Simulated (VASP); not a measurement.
# Si (I4_1/amd) in VASP: settings compared

One crystal, Si, is run at these levels: LDA, PBE, r2SCAN; tasks: single point.

All numbers are computed with VASP 6.6.1; they aren't measurements. Logs are shortened: lines on timing, memory, paths and dates and some standing lists are left out, and cuts for length are marked.

## 1. The structure

Symmetry: I4_1/amd, No. 141, tetragonal system. The conventional cell has a = 3.836 Å, b = 3.836 Å, c = 5.442 Å, α = 90.00°, β = 90.00°, γ = 90.00°. Si (site symmetry -4m2) has 4 Si at 2.35 Å as nearest neighbours.

## 2. Single point, LDA, non-collinear spin, zero start, spin-orbit coupling

INCAR

```
SYSTEM = Si
PREC = Accurate ; ENCUT = 520
EDIFF = 1E-6 ; ISMEAR = 0
SIGMA = 0.02 ; LREAL = .FALSE.
LASPH = .TRUE. ; NELM = 80
ALGO = Normal ; ISIF = 2
LWAVE = .FALSE. ; LCHARG = .FALSE.
MAGMOM = 0 0 0 0 0 0 ; LORBIT = 11
LSORBIT = .TRUE. ; GGA_COMPAT = .FALSE.
GGA = CA
```

KPOINTS

```
regular mesh
0
G
  8 8 8
  0 0 0
```

POSCAR

```
Si
1.0
    0.0000000000      2.7127845000      2.7209310000
    2.7127845000      0.0000000000      2.7209310000
    2.7127845000      2.7127845000      0.0000000000
Si
2
Direct
    0.0000000000      0.0000000000      0.0000000000
    0.2500000000      0.2500000000      0.2500000000
```

Potentials or basis: VASP PAW LDA potentials, release 64 (Si).

Started as:

```
$ cat potpaw_LDA.64/Si/POTCAR > POTCAR
$ mpirun -np 1 vasp_ncl > vasp.out
```

OUTCAR:

```text
SYSTEM = Si
   PREC = Accurate
   ENCUT = 520
   EDIFF = 1E-6
   ISMEAR = 0
   LREAL = .FALSE.
   LASPH = .TRUE.
   NELM = 80
   ISIF = 2
   LORBIT = 11
   LSORBIT = .TRUE.
   GGA = CA

 ion  position               nearest neighbor table
   1  0.000  0.000  0.000-   2 2.35   2 2.35   2 2.35   2 2.35
   2  0.250  0.250  0.250-   1 2.35   1 2.35   1 2.35   1 2.35

  LATTYP: Found a body centered tetragonal cell.
 ALAT       =     3.8364566317
 C/A-ratio  =     1.4184604499

  Lattice vectors:

 A1 = (  -2.7127845000,   0.0000000000,   2.7209310000)
 A2 = (   2.7127845000,   0.0000000000,   2.7209310000)
 A3 = (   0.0000000000,   2.7127845000,  -2.7209310000)

Analysis of symmetry for initial positions (statically):
=====================================================================
 Subroutine PRICEL returns:
 Original cell was already a primitive cell.

 Routine SETGRP: Setting up the symmetry group for a
 body centered tetragonal supercell.

 Subroutine GETGRP returns: Found 16 space group operations
 (whereof  8 operations were pure point group operations)
 out of a pool of 16 trial point group operations.

The static configuration has the point symmetry D_2d.
 The point group associated with its full space group is D_4h.

Analysis of symmetry for dynamics (positions and initial velocities):
=====================================================================
 Subroutine PRICEL returns:
 Original cell was already a primitive cell.

 Routine SETGRP: Setting up the symmetry group for a
 body centered tetragonal supercell.

 Subroutine GETGRP returns: Found 16 space group operations
 (whereof  8 operations were pure point group operations)
 out of a pool of 16 trial point group operations.

The dynamic configuration has the point symmetry D_2d.
 The point group associated with its full space group is D_4h.

Analysis of structural, dynamic, and magnetic symmetry:
=====================================================================
 Subroutine PRICEL returns:
 Original cell was already a primitive cell.

 Routine SETGRP: Setting up the symmetry group for a
 body centered tetragonal supercell.

 Subroutine GETGRP returns: Found 16 space group operations
 (whereof  8 operations were pure point group operations)
 out of a pool of 16 trial point group operations.

The overall configuration has the point symmetry D_2d.
 The point group associated with its full space group is D_4h.

 Subroutine INISYM returns: Found 16 space group operations
 (whereof  8 operations are pure point group operations),
 and found     1 'primitive' translations

----------------------------------------------------------------------------------------

                                     Primitive cell

  volume of cell :      40.0477

  direct lattice vectors                    reciprocal lattice vectors
     0.000000000  2.712784500  2.720931000    -0.184312466  0.184312466  0.183760632
     2.712784500  0.000000000  2.720931000     0.184312466 -0.184312466  0.183760632
     2.712784500  2.712784500  0.000000000     0.184312466  0.184312466 -0.183760632

  length of vectors
     3.842221395  3.842221395  3.836456632     0.318920272  0.318920272  0.318920272

  position of ions in fractional coordinates (direct lattice)
     0.000000000  0.000000000  0.000000000
     0.250000000  0.250000000  0.250000000

  ion indices of the primitive-cell ions
   primitive index   ion index
                 1           1
                 2           2

----------------------------------------------------------------------------------------

 KPOINTS: regular mesh

Automatic generation of k-mesh.
 Grid dimensions read from file:
 generate k-points for:    8    8    8

 Generating k-lattice:

  Cartesian coordinates                     Fractional coordinates (reciprocal lattice)
    -0.023039058  0.023039058  0.022970079     0.125000000 -0.000000000  0.000000000
     0.023039058 -0.023039058  0.022970079    -0.000000000  0.125000000  0.000000000
     0.023039058  0.023039058 -0.022970079     0.000000000  0.000000000  0.125000000

  Length of vectors
     0.039865034  0.039865034  0.039865034

  Shift w.r.t. Gamma in fractional coordinates (k-lattice)
     0.000000000  0.000000000  0.000000000

 Subroutine IBZKPT returns following result:
 ===========================================

 Found     59 irreducible k-points:

 Following reciprocal coordinates:
            Coordinates               Weight
  0.000000  0.000000  0.000000      1.000000
  0.125000  0.000000  0.000000      8.000000
  0.250000  0.000000  0.000000      8.000000
  0.375000  0.000000  0.000000      8.000000
  0.500000  0.000000  0.000000      4.000000
  0.125000  0.125000  0.000000      2.000000
[... 16 lines left out ...]
  0.250000  0.000000  0.125000     16.000000
  0.375000  0.000000  0.125000     16.000000
 [... further k-points ...]
   k-points           NKPTS =     59   k-points in BZ     NKDIM =     59   number of bands    NBANDS=     16
   number of dos      NEDOS =    301   number of ions     NIONS =      2
   total plane-waves  NPLWV =  27000
   dimension x,y,z NGX =    30 NGY =   30 NGZ =   30
   dimension x,y,z NGXF=    60 NGYF=   60 NGZF=   60
   ions per type =               2
   NGX,Y,Z   is equivalent  to a cutoff of  12.98, 12.98, 13.00 a.u.
   NGXF,Y,Z  is equivalent  to a cutoff of  25.96, 25.96, 26.00 a.u.
 SYSTEM =  Si
   PREC   = accura    normal or accurate (medium, high low for compatibility)
   ISTART =      0    job   : 0-new  1-cont  2-samecut
   ICHARG =      2    charge: 1-file 2-atom 10-const
   ISPIN  =      1    spin polarized calculation?
   LNONCOLLINEAR =      T non collinear calculations
   LSORBIT =      T    spin-orbit coupling
   LASPH  =      T    aspherical Exc in radial PAW
   ENCUT  =  520.0 eV  38.22 Ry    6.18 a.u.   7.14  7.14  7.13*2*pi/ulx,y,z
   NELM   =     80;   NELMIN=  2; NELMDL= -5     # of ELM steps
   EDIFF  = 0.1E-05   stopping-criterion for ELM
   LREAL  =      F    real-space projection
   EDIFFG = 0.1E-04   stopping-criterion for IOM
   NSW    =      0    number of steps for IOM
   IBRION =     -1    ionic relax: 0-MD 1-quasi-New 2-CG
   NFREE  =      0    steps in history (QN), initial steepest desc. (CG)
   ISIF   =      2    stress and relaxation
   ISYM   =      2    0-nonsym 1-usesym 2-fastsym
   POTIM  = 0.5000    time-step for ionic-motion
   TEBEG  =    0.0;   TEEND  =   0.0 temperature during run
   PSTRESS=    0.0 pullay stress
   NELECT =       8.0000    total number of electrons
   NUPDOWN=      -1.0000    fix difference up-down
   EMIN   =  10.00;   EMAX   =-10.00  energy-range for DOS
   EFERMI =   0.00;   METHOD = LEGACY
   ISMEAR =     0;   SIGMA  =   0.02  broadening in eV -4-tet -1-fermi 0-gaus
   EFERMI_NEDOS =   21; number of points for ismear=-14 and -15
   IALGO  =     38    algorithm
   IMIX   =      4    mixing-type and parameters
     AMIX     =   0.40;   BMIX     =  1.00
     AMIX_MAG =   1.60;   BMIX_MAG =  1.00
  volume/ion in A,a.u.               =      20.02       135.13
  Fermi-wavevector in a.u.,A,eV,Ry     =   0.957000  1.808469 12.460893  0.915850
  Thomas-Fermi vector in A             =   2.085979
   LORBIT       =     11    0 simple, 1 ext, 2 COOP (PROOUT), +10 PAW based schemes
   GGA     = CA    functional components
   LHFCALC =     F    Hartree Fock is set to
   AEXX    =    0.0000 exact exchange contribution
   IVDW    =     0    specifies the selected vdW correction
   LEPSILON=     F    determine dielectric tensor
   LRPA    =     F    only Hartree local field effects (RPA)
 Gauss-broadening in eV      SIGMA  =   0.02
  energy-cutoff  :      520.00
  volume of cell :       40.05
 maximum number of plane-waves:      2196
 NGX is ok and might be reduce to    30
   NGX = 15   NGY = 15   NGZ = 15

 number of electron       8.0000000 magnetization       0.0000000     -0.0000000      0.0000000

 number of electron       8.0000000 magnetization      -0.0000000      0.0000000     -0.0000000

 number of electron       8.0000000 magnetization       0.0000000      0.0000000      0.0000000

 Free energy of the ion-electron system (eV)
  ---------------------------------------------------
  ext. energy  EPLUGINS =         0.00000000
  ---------------------------------------------------
  free energy    TOTEN  =       -11.91306715 eV

  energy without entropy =      -11.91306715  energy(sigma->0) =      -11.91306715

 E-fermi :   5.9119     XC(G=0):  -9.6046

 val. band max:        5.7932720012   @ k =   0.0000   0.0000   0.0000
 cond. band min:       6.2751238577   @ k =   0.3750   0.0000   0.3750
 fundamental gap:      0.4818518565
 Fermi energy:         5.9119030399

 k-point     1 :       0.0000    0.0000    0.0000
  band No.  band energies     occupation
      1      -6.1868      1.00000
      2      -6.1868      1.00000
      3       5.7345      1.00000
      4       5.7345      1.00000
      5       5.7815      1.00000
      6       5.7815      1.00000
[... 433 lines left out ...]
      3       0.4710      1.00000
      4       0.4710      1.00000
      5       3.9270      1.00000
      6       3.9270      1.00000
[... 8 lines left out ...]
     15      11.1409      0.00000
     16      11.1409      0.00000

 [... further k-points ...]

------------------------ aborting loop because EDIFF is reached ----------------------------------------

  FORCE on cell =-STRESS in cart. coord.  units (eV):
  Direction    XX          YY          ZZ          XY          YZ          ZX
  --------------------------------------------------------------------------------------
  -------------------------------------------------------------------------------------
  Total       -0.3390708     -0.3390708     -0.4118582      0.0000000     -0.0000000      0.0000000
  in kB      -13.5650946    -13.5650946    -16.4770779      0.0000000     -0.0000000      0.0000000
  external PRESSURE =     -14.5357557 kB  Pullay stress =       0.0000000 kB

 VOLUME and BASIS-vectors are now :
 -----------------------------------------------------------------------------
  energy-cutoff  :      520.00
  volume of cell :       40.05
      direct lattice vectors                 reciprocal lattice vectors
     0.000000000  2.712784500  2.720931000    -0.184312466  0.184312466  0.183760632
     2.712784500  0.000000000  2.720931000     0.184312466 -0.184312466  0.183760632
     2.712784500  2.712784500  0.000000000     0.184312466  0.184312466 -0.183760632

 POSITION                                       TOTAL-FORCE (eV/Angst)
 -----------------------------------------------------------------------------------
      0.00000      0.00000      0.00000         0.000000      0.000000     -0.000000
      1.35639      1.35639      1.36047        -0.000000     -0.000000      0.000000
 -----------------------------------------------------------------------------------
    total drift:                                0.000000     -0.000000     -0.000000

  FREE ENERGIE OF THE ION-ELECTRON SYSTEM (eV)
  ---------------------------------------------------
  free  energy   TOTEN  =       -11.9130671508 eV

  energy  without entropy=      -11.9130671508  energy(sigma->0) =      -11.91306715

 Spin-Orbit-Coupling matrix elements

 Ion:    1  E_soc:     -0.0003465
 l=   1
     0.0000000    -0.0000577    -0.0000578
    -0.0000577     0.0000000    -0.0000577
    -0.0000578    -0.0000577     0.0000000
 l=   2
     0.0000000     0.0000000     0.0000000     0.0000000     0.0000000
     0.0000000     0.0000000     0.0000000     0.0000000     0.0000000
     0.0000000     0.0000000     0.0000000     0.0000000     0.0000000
     0.0000000     0.0000000     0.0000000     0.0000000     0.0000000
     0.0000000     0.0000000     0.0000000     0.0000000     0.0000000
 l=   3
     0.0000000     0.0000000     0.0000000     0.0000000     0.0000000     0.0000000     0.0000000
     0.0000000     0.0000000     0.0000000     0.0000000     0.0000000     0.0000000     0.0000000
     0.0000000     0.0000000     0.0000000     0.0000000     0.0000000     0.0000000     0.0000000
     0.0000000     0.0000000     0.0000000     0.0000000     0.0000000     0.0000000     0.0000000
     0.0000000     0.0000000     0.0000000     0.0000000     0.0000000     0.0000000     0.0000000
     0.0000000     0.0000000     0.0000000     0.0000000     0.0000000     0.0000000     0.0000000
     0.0000000     0.0000000     0.0000000     0.0000000     0.0000000     0.0000000     0.0000000

 Ion:    2  E_soc:     -0.0003465
 l=   1
     0.0000000    -0.0000577    -0.0000578
    -0.0000577     0.0000000    -0.0000577
    -0.0000578    -0.0000577     0.0000000
 l=   2
     0.0000000     0.0000000     0.0000000     0.0000000     0.0000000
     0.0000000     0.0000000     0.0000000     0.0000000     0.0000000
     0.0000000     0.0000000     0.0000000     0.0000000     0.0000000
     0.0000000     0.0000000     0.0000000     0.0000000     0.0000000
     0.0000000     0.0000000     0.0000000     0.0000000     0.0000000
 l=   3
     0.0000000     0.0000000     0.0000000     0.0000000     0.0000000     0.0000000     0.0000000
     0.0000000     0.0000000     0.0000000     0.0000000     0.0000000     0.0000000     0.0000000
     0.0000000     0.0000000     0.0000000     0.0000000     0.0000000     0.0000000     0.0000000
     0.0000000     0.0000000     0.0000000     0.0000000     0.0000000     0.0000000     0.0000000
     0.0000000     0.0000000     0.0000000     0.0000000     0.0000000     0.0000000     0.0000000
     0.0000000     0.0000000     0.0000000     0.0000000     0.0000000     0.0000000     0.0000000
     0.0000000     0.0000000     0.0000000     0.0000000     0.0000000     0.0000000     0.0000000

 total charge

# of ion       s       p       d       tot
------------------------------------------
    1        0.758   0.947   0.000   1.705
    2        0.758   0.947   0.000   1.705
--------------------------------------------------
tot          1.516   1.894   0.000   3.410

 magnetization (x)

# of ion       s       p       d       tot
------------------------------------------
    1        0.000   0.000   0.000   0.000
    2        0.000   0.000   0.000   0.000
--------------------------------------------------
tot          0.000   0.000   0.000   0.000

 magnetization (y)

# of ion       s       p       d       tot
------------------------------------------
    1       -0.000  -0.000   0.000  -0.000
    2       -0.000  -0.000   0.000  -0.000
--------------------------------------------------
tot         -0.000  -0.000   0.000  -0.000

 magnetization (z)

# of ion       s       p       d       tot
------------------------------------------
    1       -0.000   0.000   0.000  -0.000
    2        0.000   0.000   0.000   0.000
--------------------------------------------------
tot         -0.000   0.000   0.000  -0.000
```

It took 69 s on 1 thread of Intel Xeon Platinum 8488C (Sapphire Rapids), shared host; peak memory 0.24 GiB.

What came out:

* Free energy: -11.9131 eV
* Pressure: -1.5 GPa
* Net moment: 0.00 μB per cell
* Valence electrons inside the program's atomic spheres: Si 1.71

Moments on the atoms (μB; x, y, z):
```
Si  0.00 0.00 0.00
Si  0.00 0.00 0.00
```

## 3. Single point, PBE, non-collinear spin, zero start, spin-orbit coupling

INCAR: that of step 2 with these lines changed.

```diff
@@ -9,2 +9,2 @@
 LSORBIT = .TRUE. ; GGA_COMPAT = .FALSE.
-GGA = CA
+GGA = PE
```

KPOINTS is that of step 2.

POSCAR is that of step 2.

Potentials or basis: VASP PAW PBE potentials, release 64 (Si).

Started as:

```
$ cat potpaw_PBE.64/Si/POTCAR > POTCAR
$ mpirun -np 1 vasp_ncl > vasp.out
```

Run time: 75 s. Hardware: 1 thread of Intel Xeon Platinum 8488C (Sapphire Rapids), shared host; peak memory 0.28 GiB.

The run converged. Its results:

```yaml
Free_energy: -10.8413 eV
Pressure: 1.9 GPa
Net_moment: 0.00 μB per cell
Valence_electrons_inside_the_program's_atomic_spheres: Si 1.69
```

Stress tensor (GPa, compression positive):
```
2.03 0.00 0.00
0.00 2.03 0.00
0.00 0.00 1.74
```

Moments on the atoms (μB; x, y, z):
```
Si  0.00 0.00 0.00
Si  0.00 0.00 0.00
```

## 4. Single point, r2SCAN, non-collinear spin, zero start, spin-orbit coupling

INCAR: that of step 3 with these lines changed.

```diff
@@ -9,2 +9,2 @@
 LSORBIT = .TRUE. ; GGA_COMPAT = .FALSE.
-GGA = PE
+METAGGA = R2SCAN ; LMIXTAU = .TRUE.
```

KPOINTS is that of step 3.

POSCAR is that of step 3.

Started as:

```
$ cat potpaw_PBE.64/Si/POTCAR > POTCAR
$ mpirun -np 1 vasp_ncl > vasp.out
```

Run time: 7.3 min. Hardware: 1 thread of Intel Xeon Platinum 8488C (Sapphire Rapids), shared host; peak memory 0.34 GiB.

It converged, with:

| Item | Value |
| --- | --- |
| Free energy | -17.5471 eV |
| Pressure | 0.5 GPa |
| Net moment | 0.00 μB per cell |
| Valence electrons inside the program's atomic spheres | Si 1.71 |

Stress tensor (GPa, compression positive):
```
0.60 0.00 0.00
0.00 0.60 0.00
0.00 0.00 0.27
```

Moments on the atoms (μB; x, y, z):
```
Si  0.00 0.00 0.00
Si  0.00 0.00 0.00
```

Caveat: the PAW data sets were made with another functional, which shifts forces and pressure a little.

## 5. Overview

| level | potentials or basis | pressure (GPa) | moment (μB) |
| --- | --- | --- | --- |
| LDA | VASP PAW LDA potentials, release 64 (Si) | -1.5 | 0.00 |
| PBE | VASP PAW PBE potentials, release 64 (Si) | 1.9 | 0.00 |
| r2SCAN | VASP PAW PBE potentials, release 64 (Si) | 0.5 | 0.00 |

Alike in all rows: task single point; spin non-collinear, zero start, SOC; cell as given; k mesh 8 × 8 × 8; cutoff (eV) 520; smearing gaussian 0.02 eV.

Caveats: the PAW data sets were made with another functional, which shifts forces and pressure a little (some runs).

Total energies depend on the potentials used, so only differences within one code and one set of settings carry meaning.
